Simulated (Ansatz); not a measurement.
**Molecular dynamics of Tl**

The input (input.yaml):

```yaml
accuracy: low
crystal:
  lattice:
    - [10.715068, 0.0, 0.0]
    - [-5.357534, 9.279521, 0.0]
    - [0.0, 0.0, 11.422262]
  atoms:
    - { symbol: Tl, position: [0.00222783, -0.00805256, 0.01759234] }
    - { symbol: Tl, position: [0.10958925, 0.18116006, 0.31711418] }
    - { symbol: Tl, position: [0.04642933, 0.07404749, 0.56795949] }
    - { symbol: Tl, position: [0.06498223, 0.21445492, 0.78491312] }
    - { symbol: Tl, position: [-0.00639958, 0.27782016, 0.02533157] }
    - { symbol: Tl, position: [0.05478504, 0.54995073, 0.25334684] }
    - { symbol: Tl, position: [-0.0295585, 0.32907905, 0.50996608] }
    - { symbol: Tl, position: [0.12249093, 0.54139378, 0.8081018] }
    - { symbol: Tl, position: [0.01488916, 0.62361666, 0.0025231] }
    - { symbol: Tl, position: [0.13887793, 0.9013463, 0.21212307] }
    - { symbol: Tl, position: [0.01870846, 0.75457839, 0.47861469] }
    - { symbol: Tl, position: [0.10294653, 0.86888771, 0.79937943] }
    - { symbol: Tl, position: [0.31131813, -0.01442493, -0.00121077] }
    - { symbol: Tl, position: [0.48278268, 0.20595477, 0.22161864] }
    - { symbol: Tl, position: [0.32416976, 0.01695966, 0.45055842] }
    - { symbol: Tl, position: [0.42325289, 0.2012358, 0.70646835] }
    - { symbol: Tl, position: [0.32129956, 0.35784699, 0.0501467] }
    - { symbol: Tl, position: [0.40367216, 0.55421258, 0.32086609] }
    - { symbol: Tl, position: [0.37021387, 0.30961769, 0.48408687] }
    - { symbol: Tl, position: [0.49836028, 0.51117031, 0.82988605] }
    - { symbol: Tl, position: [0.37382941, 0.71543652, -0.02676849] }
    - { symbol: Tl, position: [0.42877381, 0.82662226, 0.23705971] }
    - { symbol: Tl, position: [0.26646634, 0.63640468, 0.56985011] }
    - { symbol: Tl, position: [0.41364745, 0.92336928, 0.76562126] }
    - { symbol: Tl, position: [0.7020071, 0.01886452, 0.05212104] }
    - { symbol: Tl, position: [0.85248289, 0.22696704, 0.26950782] }
    - { symbol: Tl, position: [0.54531846, -0.10899595, 0.49040332] }
    - { symbol: Tl, position: [0.74714287, 0.19641514, 0.76176529] }
    - { symbol: Tl, position: [0.58317769, 0.27852346, -0.03746158] }
    - { symbol: Tl, position: [0.76670674, 0.54891518, 0.25951738] }
    - { symbol: Tl, position: [0.68091732, 0.30530559, 0.50205088] }
    - { symbol: Tl, position: [0.82605532, 0.570033, 0.73090737] }
    - { symbol: Tl, position: [0.76577632, 0.66115567, 0.00497148] }
    - { symbol: Tl, position: [0.76109457, 0.81733159, 0.25871487] }
    - { symbol: Tl, position: [0.69602174, 0.6576575, 0.51356262] }
    - { symbol: Tl, position: [0.7980413, 0.88618028, 0.74381859] }
basis:
  ecutwfc: 420.0
kpoints:
  mp_grid: { grid: [1, 1, 1] }
hamiltonian:
  xc: pbe
scf:
  occupations: { method: fermi_dirac, width: 0.1 }
  lower_state_search: "off"
md:
  timestep: 3
  n_steps: 400
  ensemble: nvt_langevin
  temperature: 720.0
  initial_velocities: maxwell_boltzmann
  seed: 116498
  friction: 0.02
  temperature_schedule:
    - { n_steps: 300, end_temperature: 300.0 }
    - { n_steps: 100, end_temperature: 300.0 }
```

Launched with:

```bash
$ ansatz run input.yaml --threads 4 --pin off --max-ram 10240MiB --backend cpu --events-out ev --progress --plain --runs-dir out
```

It goes on from the last frame of an earlier run, with new velocities.

Output, in part (step lines):

```
md step     0: t =     0.00 fs  T =   700.0 K (target 720.0 K)  F+E_penalty+E_count = -411980.62544276 eV  E_kin = 3.257352 eV  (11 SCF iters)
md step     1: t =     3.00 fs  T =   732.3 K (target 719.3 K)  F+E_penalty+E_count = -411980.63088974 eV  E_kin = 3.407628 eV  (7 SCF iters)
md step     2: t =     6.00 fs  T =   733.0 K (target 717.9 K)  F+E_penalty+E_count = -411980.63865677 eV  E_kin = 3.410887 eV  (7 SCF iters)
md step     3: t =     9.00 fs  T =   721.6 K (target 716.5 K)  F+E_penalty+E_count = -411980.65100945 eV  E_kin = 3.357968 eV  (7 SCF iters)
md step     4: t =    12.00 fs  T =   712.3 K (target 715.1 K)  F+E_penalty+E_count = -411980.66350881 eV  E_kin = 3.314407 eV  (7 SCF iters)
md step     5: t =    15.00 fs  T =   769.7 K (target 713.7 K)  F+E_penalty+E_count = -411980.67890700 eV  E_kin = 3.581511 eV  (5 SCF iters)
md step     6: t =    18.00 fs  T =   876.4 K (target 712.3 K)  F+E_penalty+E_count = -411980.69920872 eV  E_kin = 4.078356 eV  (5 SCF iters)
md step     7: t =    21.00 fs  T =   839.1 K (target 710.9 K)  F+E_penalty+E_count = -411980.72330814 eV  E_kin = 3.904633 eV  (5 SCF iters)
[... lines left out ...]
```

The steps, from the saved trajectory:

```csv
time (fs),T (K),potential energy less start (eV)
0.0,700,0.000
39.0,718,-0.121
78.0,684,-0.058
117.0,716,-0.233
156.0,627,-0.630
195.0,573,-0.823
234.0,708,-0.940
273.0,639,-0.834
312.0,592,-0.832
351.0,740,-1.037
390.0,730,-1.313
429.0,538,-1.590
468.0,520,-1.954
507.0,723,-2.371
546.0,626,-2.556
585.0,481,-2.738
624.0,500,-3.009
663.0,410,-3.226
702.0,451,-3.544
741.0,452,-3.706
780.0,414,-3.967
819.0,473,-4.063
858.0,307,-4.060
897.0,391,-4.171
936.0,414,-4.379
975.0,324,-4.562
1014.0,299,-4.527
1053.0,236,-4.629
1092.0,313,-4.772
1131.0,372,-4.913
1170.0,361,-4.934
```

All steps were run. The schedule's set-point averaged 335 K over the second half and the system 378 K. A run of 1.2 ps of so small a system gives no equilibrium averages. Limits of this set-up: coarse k mesh, low accuracy level.

Mean squared displacements from the first frame to the last, about the centre of mass: Tl 0.50 Å².

Last frame:

```xyz
36
Lattice="10.7151 0.0000 0.0000 -5.3575 9.2795 0.0000 0.0000 0.0000 11.4223" Properties=species:S:1:pos:R:3
Tl -0.309 -0.151 -0.364
Tl 0.172 1.417 3.864
Tl 0.117 0.207 6.871
Tl -0.008 2.474 9.140
Tl -1.616 2.894 0.628
Tl -2.849 5.340 3.124
Tl -1.997 2.245 6.107
Tl -1.774 5.321 8.766
Tl -3.512 5.697 0.287
Tl -3.539 8.537 2.482
Tl -4.206 6.975 5.588
Tl -3.825 7.800 8.942
Tl 3.206 -0.274 -0.273
Tl 4.347 1.418 2.480
Tl 3.781 -0.134 5.316
Tl 2.613 1.249 8.019
Tl 1.379 2.835 1.044
Tl 1.877 5.751 3.325
Tl 2.473 3.079 4.868
Tl 2.643 4.301 9.343
Tl 0.450 6.183 -0.740
Tl -0.448 7.124 2.428
Tl -1.479 5.449 5.864
Tl -0.177 9.034 8.765
Tl 6.666 0.275 0.831
Tl 7.400 2.503 3.396
Tl 6.587 -1.610 6.420
Tl 7.915 1.018 9.167
Tl 5.088 2.530 -1.004
Tl 4.771 4.545 3.178
Tl 5.543 2.700 6.811
Tl 5.722 5.214 8.627
Tl 3.895 5.740 0.354
Tl 4.133 7.727 2.867
Tl 3.889 5.896 6.171
Tl 3.038 7.320 9.102
```

Run time: 41 min on 4 threads of Arm Neoverse V1, with other jobs on the host, peak memory 1.3 GiB.
